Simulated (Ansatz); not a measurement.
**One structure type, many elements: COD cell MS**

**Measured values to compare with.**

From “Electronic, vibrational and thermodynamic properties of beta-HgS (metacinnabar), HgSe and HgTe”, 2009, arxiv:0908.2634, for a bulk crystal of HgS at 295 K: lattice constant a 5.841 Å.

The comparison with the calculation stands at the end.

Computed with Ansatz (plane waves, PAW, 420 eV cutoff): PBE, scalar-relativistic, spin polarisation where moments were expected, Gaussian smearing of 0.05 eV.

Each member was relaxed to zero pressure in space group F-43m; constants are those of the conventional cell. Not every member need form in this structure.

| M | a (Å) | V (Å³/atom) | shortest unlike bond (Å) | gap (eV) | B0 (GPa) | E_f (eV/atom) |
| --- | --- | --- | --- | --- | --- | --- |
| Be | 4.876 | 14.49 | 2.11 | 3.15 | 93 | -1.07 |
| Zn | 5.444 | 20.16 | 2.36 | 2.01 | 70 | -0.82 |
| Cd | 5.927 | 26.02 | 2.57 | 1.04 | 53 | -0.66 |
| Hg | 5.992 | 26.89 | 2.59 | metal | 50 | -0.15 |

The volume runs from 14.49 Å³/atom (Be) to 26.89 Å³/atom (Hg). A gap of 0.1 eV or more opens for M = Be, Zn, Cd; Hg is a metal.

Down the group Zn–Cd–Hg the volume grows by 33 % as the atoms gain shells; the longer bonds are softer (B0 from 70 GPa for Zn to 50 GPa for Hg).

Measured lattice constants a: HgS 5.841 Å (295 K; quoted in “Electronic, vibrational and thermodynamic properties of beta-HgS (metacinnabar), HgSe and HgTe”, 2009, arxiv:0908.2634), calculated 5.992 Å (+2.6 %). The calculated cells are static; measured ones hold zero-point and thermal expansion. A miss of 2.6 % for HgS is more than expansion (some tenths of a per cent) explains; the functional, the datasets or the measured sample's composition may account for the rest.

The heavy elements are treated without spin–orbit coupling. The gaps are differences of one-electron levels. Semilocal functionals put them too low, often by a third to a half, so a small gap or a slight overlap here can be a sizeable gap in the solid. E_f is the formation energy from the elements run alike, at 0 K, without zero-point energy or dispersion between the molecules, chains or layers of the solid elements; it is good to about 0.01 eV/atom as a calculation.

All runs used the PAW datasets of the set soft_2.
